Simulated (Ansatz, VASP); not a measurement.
# Si (Si(110)) in two plane-wave programs, part 2 of 2

One calculation is typed for both programs; each brings its own data sets and cutoff. How far apart do they land? The structure shown is the end of the VASP relaxation below.

VASP 6.6.1 and Ansatz 0.2.0.

So far: The starting structure; VASP: relaxation, PBE.

### Step 3. Ansatz: single point, PBE

Level of this step: Ansatz beside VASP: Kohn-Sham DFT, plane waves, PBE (Ansatz).

Ansatz runs on its default PAW (the set named soft_2) files.

The same cell, functional, mesh and smearing now go to Ansatz, which takes its cutoff from its data sets.

input.yaml reads:

```yaml
crystal:
  lattice:
    - [3.71226896, 0.0, 0.0]
    - [0.0, 5.24994111, 0.0]
    - [0.0, 0.0, 31.87560555]
  atoms:
    - { symbol: Si, position: [0.75, 0.37140559, 0.74907576] }
    - { symbol: Si, position: [0.25, 0.62859441, 0.74907576] }
    - { symbol: Si, position: [0.25, 0.86752018, 0.6872404] }
    - { symbol: Si, position: [0.75, 0.13247982, 0.6872404] }
    - { symbol: Si, position: [0.75, 0.3684259, 0.6243613] }
    - { symbol: Si, position: [0.25, 0.6315741, 0.6243613] }
    - { symbol: Si, position: [0.25, 0.86937315, 0.56206946] }
    - { symbol: Si, position: [0.75, 0.13062685, 0.56206946] }
    - { symbol: Si, position: [0.75, 0.37012628, 0.5] }
    - { symbol: Si, position: [0.25, 0.62987372, 0.5] }
    - { symbol: Si, position: [0.25, 0.86937315, 0.43793054] }
    - { symbol: Si, position: [0.75, 0.13062685, 0.43793054] }
    - { symbol: Si, position: [0.75, 0.3684259, 0.3756387] }
    - { symbol: Si, position: [0.25, 0.6315741, 0.3756387] }
    - { symbol: Si, position: [0.25, 0.86752018, 0.3127596] }
    - { symbol: Si, position: [0.75, 0.13247982, 0.3127596] }
    - { symbol: Si, position: [0.75, 0.37140559, 0.25092424] }
    - { symbol: Si, position: [0.25, 0.62859441, 0.25092424] }
hamiltonian:
  xc: pbe
  pseudopotentials: { kind: paw }
kpoints:
  mp_grid: { grid: [7, 5, 1] }
scf:
  occupations: { method: gaussian, width: 0.03 }
  n_extra_bands: 8
efield:
  axis: 3
  dipole_correction: true
  ramp_width: 0.04
output:
  forces: true
  eigenvalues: true
  write_density: true
  write_potential: true
  elf: true
  volumetric_format: npy
```

On the command line:

```bash
> ansatz run input.yaml --threads 8 --pin off --max-ram 18432MiB --backend cpu --events-out ev --progress --plain --runs-dir out
```

Numbers of over 12 decimals in the logs are rounded to 6 here.

Log:

```text
scf.n_extra_bands = 8 over 36 filled bands (N_el = 72.0): the run solves 44 bands
Engine: ansatz 0.2.0, x86_64-unknown-linux-gnu
Pseudopotentials: kind: paw
Pseudopotential: Si, paw, valence charge 4, recommended cutoff 420 eV (normal), Si.paw.azcp
Functional definition: PBE
  parameter kappa = 0.804
  parameter beta = 0.066725
  exchange = pbe_x(kappa = kappa, mu = beta*pi^2/3)
  correlation = pbe_c(beta = beta)
Crystal: 18 atoms, lattice volume = 621.230 Å³
Basis set: ecut = 420 eV, 12183 PW (Γ), exchange–correlation on 50×72×432 points (8 copies of the dense FFT grid, shifted against one another)
Bands: 44, of which v1, the nominal top of the filled ones, is band 36 counted from 1 (35 counted from 0)
Symmetry: 4 space group operations
k-points: 12 of 35
Non-local potential: Si, projectors of the file, l = 0: 2, l = 1: 2, l = 2: 2
PAW form: soft (Blöchl's): semilocal exchange-correlation on the pseudo side does not see the compensation charge
PAW one-centre angular grid: Si, 110 points (default); XC on 64 Gauss nodes
Initial density: superposition of atomic densities (neutral atoms: chi_scale 0, normalization atom), corrected by the library's trained network
Initial wavefunctions: pseudopotential atomic-orbital guess
Functional: x = pbe(κ = 0.804, μ = 0.219515), c = pbe(β = 0.066725)
SCF iter   1: F=—  HF=-11439.270097 eV  |F-HF|=—  |Δ(HF+E_count)|=         —  Δρ=2.53e-3  dr2=6.57e-1  ethr=1.77e-3  p=0.000 e·Å  D=5.68e-14 V/Å  ΔV_dip=-0.00 eV  dr2_dipole=6.10e-6  V_vac-E_F(+/−)=4.98/4.98 eV  ⟨swp⟩=12.7  Hψ=3505  notcnv=0  defer=4
efield: sawtooth ramp at fractional position 0.9800 (placed from the atoms, in the widest stretch of the axis that holds none; the zero of the levels goes with the place), width 0.0400; the density the first Hamiltonian is built on has a dipole p = 0.000 e·Å; the dipole correction subtracts the counter field D = 5.68e-14 V/Å, which shifts the + side's vacuum level by -0.00 eV against the − side's; the planar-averaged density in the ramp window peaks in size at 4.3e-6 e/Å³
preconditioner: auto → LDOS  [metal: Δε(μ)=0.008 eV  Ē_g=6.625 eV  σ=0.030 eV  W_gap=0.15  n_scr=66 (ndim 8)  ℏωp=12.6 eV  f_vac=0.375  D(μ)=19.32/eV (n_scr^D=144)  β→1.0]
SCF iter   2: F=—  HF=-11439.245607 eV  |F-HF|=—  |Δ(HF+E_count)|=   2.45e-2  Δρ=1.32e-3  dr2=2.01e-1  ethr=9.12e-4  p=-0.000 e·Å  D=-2.74e-6 V/Å  ΔV_dip=0.00 eV  dr2_dipole=8.49e-7  V_vac-E_F(+/−)=5.01/5.01 eV  ⟨swp⟩=1.2  Hψ=633  notcnv=0  defer=12
SCF iter   3: F=—  HF=-11439.239075 eV  |F-HF|=—  |Δ(HF+E_count)|=   6.53e-3  Δρ=8.01e-4  dr2=6.52e-2  ethr=2.80e-4  p=-0.000 e·Å  D=-7.02e-7 V/Å  ΔV_dip=0.00 eV  dr2_dipole=3.13e-9  V_vac-E_F(+/−)=5.01/5.01 eV  ⟨swp⟩=2.9  Hψ=576  notcnv=0  defer=28
SCF iter   4: F=—  HF=-11439.235544 eV  |F-HF|=—  |Δ(HF+E_count)|=   3.53e-3  Δρ=3.48e-4  dr2=7.46e-3  ethr=9.05e-5  p=0.000 e·Å  D=2.58e-7 V/Å  ΔV_dip=-0.00 eV  dr2_dipole=1.23e-6  V_vac-E_F(+/−)=5.00/5.00 eV  ⟨swp⟩=3.1  Hψ=614  notcnv=0  defer=28
SCF iter   5: F=—  HF=-11439.235437 eV  |F-HF|=—  |Δ(HF+E_count)|=   1.07e-4  Δρ=2.21e-4  dr2=1.83e-3  ethr=1.04e-5  p=-0.000 e·Å  D=-3.68e-7 V/Å  ΔV_dip=0.00 eV  dr2_dipole=9.87e-9  V_vac-E_F(+/−)=4.99/4.99 eV  ⟨swp⟩=2.6  Hψ=849  notcnv=0  defer=28
SCF iter   6: F=—  HF=-11439.235292 eV  |F-HF|=—  |Δ(HF+E_count)|=   1.45e-4  Δρ=1.25e-4  dr2=5.95e-4  ethr=2.54e-6  p=-0.000 e·Å  D=-9.44e-8 V/Å  ΔV_dip=0.00 eV  dr2_dipole=3.02e-8  V_vac-E_F(+/−)=4.98/4.98 eV  ⟨swp⟩=2.1  Hψ=774  notcnv=0  defer=28
SCF iter   7: F=—  HF=-11439.235243 eV  |F-HF|=—  |Δ(HF+E_count)|=   4.94e-5  Δρ=5.26e-5  dr2=5.55e-5  ethr=8.26e-7  p=0.000 e·Å  D=2.99e-7 V/Å  ΔV_dip=-0.00 eV  dr2_dipole=1.16e-9  V_vac-E_F(+/−)=4.98/4.98 eV  ⟨swp⟩=2.1  Hψ=782  notcnv=0  defer=28
SCF iter   8: F=—  HF=-11439.235137 eV  |F-HF|=—  |Δ(HF+E_count)|=   1.06e-4  Δρ=1.86e-5  dr2=7.39e-6  ethr=7.71e-8  p=0.000 e·Å  D=2.49e-7 V/Å  ΔV_dip=-0.00 eV  dr2_dipole=4.54e-11  V_vac-E_F(+/−)=4.98/4.98 eV  ⟨swp⟩=2.1  Hψ=935  notcnv=0  defer=28
SCF iter   9: F=—  HF=-11439.235137 eV  |F-HF|=—  |Δ(HF+E_count)|=   1.78e-7  Δρ=5.89e-6  dr2=1.04e-6  ethr=1.03e-8  p=0.000 e·Å  D=1.90e-7 V/Å  ΔV_dip=-0.00 eV  dr2_dipole=5.93e-10  V_vac-E_F(+/−)=4.98/4.98 eV  ⟨swp⟩=2.1  Hψ=874  notcnv=0  defer=28
SCF iter  10: F=—  HF=-11439.235137 eV  |F-HF|=—  |Δ(HF+E_count)|=   4.52e-8  Δρ=2.14e-6  dr2=1.03e-7  ethr=1.44e-9  p=0.000 e·Å  D=1.39e-7 V/Å  ΔV_dip=-0.00 eV  dr2_dipole=1.75e-10  V_vac-E_F(+/−)=4.98/4.98 eV  ⟨swp⟩=2.2  Hψ=864  notcnv=0  defer=28
SCF iter  11: F=-11439.235137 eV  HF=-11439.235137 eV  |F-HF|=4.64e-9  |Δ(HF+E_count)|=   3.54e-8  Δρ=7.93e-7  dr2=1.45e-8  ethr=1.39e-10  p=0.000 e·Å  D=8.74e-8 V/Å  ΔV_dip=-0.00 eV  dr2_dipole=1.55e-11  V_vac-E_F(+/−)=4.98/4.98 eV  ⟨swp⟩=23.4  Hψ=4978  notcnv=0
SCF 1 converged in 11 iterations: F = -11439.235137 eV  dr2 = 1.45e-8
  greatest PAW one-centre occupation: 0.661 electrons in one spin orbital (limit 2), on the Si atom at site 1 (counted from 0), in its partial waves of l = 0
WARN: The output density's exchange-correlation potential varies sharply where the density is thin. Do not read a vacuum level from v_tot or v_xc, or from such a field of the output density. On a cell that repeats whose density bears no net charge and no dipole along the vacuum's axis use v_es (v_loc + v_h of the components); under efield.dipole_correction with no amplitude use v_es + v_field, which holds any externa [...]
SCF converged after 11 iterations
Free energy (F): -11439.235137 eV
Harris-Foulkes:  -11439.235137 eV  (|F-HF|=4.64e-9)
Internal energy: -11439.227640 eV  (E = F + TS)
E sigma→0 (E₀):  -11439.231389 eV
Entropy (-TS):   -0.007497 eV (-0.416 meV/atom)
Fermi energy:    1.455957 eV
Dipole field:    D = -0.000003 V/Å  (p = -0.000010 e·Å, saw-weighted, corrected)
Work function:   Φ+ = 4.9753 eV   Φ− = 4.9752 eV
Levels:          The Fermi level and band energies are counted from a zero that moves with the ramp; work functions are not
--- Per-component energies (eV) ---
  E_band       = -249.698238
  E_kinetic    = 726.628116
  E_local      = -25201.319073  (includes V_loc(G=0)·N_el)
  E_nonlocal   = 471.759921
  E_hartree    = 12318.321539
  E_xc         = -992.292598
  E_vxc        = -839.451404  (∫ρ·V_xc dr)
  E_paw        = -9229.637579  (= ΣΔE_a)
  E_vpaw       = -43.950731  (= ΣTr[D̂ρ^β])
  E_aug_tail   = 0.000108  (compensation charges beyond the density's cutoff)
  E_efield     = 0.000000  (sawtooth field / dipole correction)
  E_vefield    = 0.000000  (∫n·V_field dr)
  E_ewald      = 10467.311926
  E_smearing   = -0.007497  (= −TS)
  E_closure    = 0.000000  (closes the sum)
  Σ components = -11439.235137   (vs F -11439.235137, Δ=0.00e0)
--- Forces (eV/Å), atoms counted from 1 ---
  atom   1  Si     0.00000000    -0.02114942     0.01600708
  atom   2  Si     0.00000000     0.02114942     0.01600708
  atom   3  Si     0.00000000    -0.02344031     0.01001575
  atom   4  Si     0.00000000     0.02344031     0.01001575
  atom   5  Si     0.00000000     0.01162929     0.00401855
  atom   6  Si     0.00000000    -0.01162929     0.00401855
  atom   7  Si     0.00000000    -0.00947318     0.00649910
  atom   8  Si     0.00000000     0.00947318     0.00649910
  atom   9  Si     0.00000000    -0.04352759     0.00000011
  atom  10  Si     0.00000000     0.04352759     0.00000011
  atom  11  Si     0.00000000    -0.00947329    -0.00649938
  atom  12  Si     0.00000000     0.00947329    -0.00649938
  atom  13  Si     0.00000000     0.01162887    -0.00401867
  atom  14  Si     0.00000000    -0.01162887    -0.00401867
  atom  15  Si     0.00000000    -0.02344031    -0.01001580
  atom  16  Si     0.00000000     0.02344031    -0.01001580
  atom  17  Si     0.00000000    -0.02115023    -0.01600574
  atom  18  Si     0.00000000     0.02115023    -0.01600574
  max |Σ_I F_I| component: 2.00e-6 eV/Å
--- Band table (eV; the first three rows and the last of 12) ---
  k-point 0: bands = [... 32 lower, 1.3579, 1.6214, 1.6384, 1.7344, 2.0190, 2.3087, 2.3990, 2.5394, ... 4 higher]
  k-point 1: bands = [... 32 lower, 1.2102, 1.2544, 1.2622, 1.4445, 2.1633, 2.1992, 2.3090, 3.0055, ... 4 higher]
  k-point 2: bands = [... 32 lower, 0.6985, 0.7130, 1.2652, 1.3429, 1.8499, 1.8696, 2.6181, 3.2929, ... 4 higher]
  k-point 11: bands = [... 32 lower, -0.2459, 0.1308, 1.1383, 1.3827, 1.4054, 1.4558, 3.5059, 3.6371, ... 4 higher]
```

Elapsed: 12 s, on 8 threads of AMD EPYC 7B13 (Zen 3), shared host; peak memory 1.5 GiB; 57 s of CPU time.

### Step 4. Side by side

Known differences besides the potentials themselves: the cutoff is 420 eV in Ansatz and 320 eV in VASP (PREC = Normal, projectors in real space); VASP leaves aspherical gradient terms in its spheres out (LASPH is not set), Ansatz keeps them. Total energies have different zeros and are not compared.

At this near-relaxed geometry the largest component of a force difference is 33 meV/Å. VASP's last cycles still show a density residual of 3e-03, so its state may not be settled.

### Step 5. Results

```yaml
r_m_s_force_difference_single_point_pbe: 10 meV/Å
```

The r.m.s. force difference is 10 meV/Å (single point, PBE), within the 12 meV/Å picked in this series as the mark of a large difference. How closely two codes agree says nothing of how well the functional describes the real material.

[Lines on the potential files, build, host, timing and source positions are cut from VASP's logs without a mark.]

[Logs are printed without paths, hosts, clocks, repeated set-up lines and the standing remarks that a program may print on its own settings, such as how far it seeks lower states.]

[Hosts, paths, dates, database ids (printed as entryN), source tags and the programs' standing remarks are cut or masked in the printed files.]
